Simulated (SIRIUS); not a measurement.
**HfN in SIRIUS: the effect of functional**

HfN:

```
Hf N
1.0
     0.00000    2.25600    2.25600
     2.25600    0.00000    2.25600
     2.25600    2.25600    0.00000
Hf N
1 1
Direct
  0.00000 0.00000 0.00000
  0.50000 0.50000 0.50000
```

Alike in all runs:

| Property | Result |
| --- | --- |
| Program | SIRIUS 7.12.0 |
| Task | eos task |
| Potentials or basis | PseudoDojo 0.4.1 PBE standard (scalar relativistic) |
| Cutoff | 1152 eV |
| Density cutoff | 4606 eV |
| k mesh | 7 × 7 × 7 |
| Occupations | fermi-dirac, width 0.05 eV |
| Spin | no spin polarisation |

```csv
functional,V0 of scaled cells (Å³/atom),B0 (GPa)
LDA,11.23,299
PBE,11.74,265
PBEsol,?,?
RPBE,11.92,253
PW91,11.73,266
```

What does the run with functional PBEsol give?

V0 of scaled cells 11.43 Å³/atom; B0 284 GPa.

Caveats: the potentials were made for another functional, which shifts forces and pressure (some runs).
